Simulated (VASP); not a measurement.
The system is TiSe2.

```
Ti Se
1.0
     3.53600    0.00000    0.00000
    -1.76800    3.06227    0.00000
     0.00000    0.00000    6.00400
Ti Se
1 2
Direct
  0.00000 0.00000 0.00000
  0.33333 0.66667 0.25520
  0.66667 0.33333 0.74480
```

| Item | Value |
| --- | --- |
| Program | VASP 6.6.1 |
| Task | relaxation of cell and atoms |
| Functional | PBE |
| Potentials or basis | VASP PAW PBE potentials, release 64 (Ti_sv, Se) |
| Cutoff | 600 eV |
| k mesh | 12 × 12 × 6 |
| Occupations | methfessel-paxton, width 0.1 eV |
| Spin | no spin polarisation |

At the start: pressure 1.6 GPa; volume 21.67 Å³/atom.

Problem. How do energy, volume and symmetry change on relaxing?

Solution. Over 16 steps the energy falls by 10.0 meV/atom and the volume is 24.27 Å³/atom (+12.0 %); space group P-3m1 (No. 164, to 0.05 Å).

The path:
```
step  energy change (eV)  largest force (eV/Å)  pressure (GPa)  volume (Å³)
   1              0.0000                0.0782            1.62        65.01
   2             -0.0030                0.2986           -1.13        67.09
   3             -0.0065                0.1414            0.00        66.20
   4             -0.0089                0.1301            0.04        66.40
   5             -0.0146                0.0981            0.12        67.02
   6             -0.0226                0.0320            0.39        68.25
   7             -0.0255                0.1046            1.11        70.64
   8             -0.0269                0.0691            0.88        71.06
   9             -0.0289                0.0347            0.15        72.30
  10             -0.0289                0.0415            0.14        72.38
  11             -0.0289                0.0545            0.04        72.54
  12             -0.0289                0.0500            0.04        72.49
  13             -0.0289                0.0457            0.07        72.44
  14             -0.0291                0.0409            0.08        72.47
  15             -0.0296                0.0258            0.06        72.58
  16             -0.0300                0.0043            0.02        72.80
```

Final structure:
```
Ti Se
1.0
     3.54485    0.00000    0.00000
    -1.77243    3.06993    0.00000
     0.00000    0.00000    6.69000
Ti Se
1 2
Cartesian
  -1.7724 3.0699 0.0000
  0.0000 2.0466 1.5464
  1.7724 1.0233 5.1436
```

Caveat: this functional lacks dispersion, which binds the layers, so the pressure and a relaxed spacing across them are unreliable; the volume moved by +12 % from the deposited cell, more than functionals usually miss.
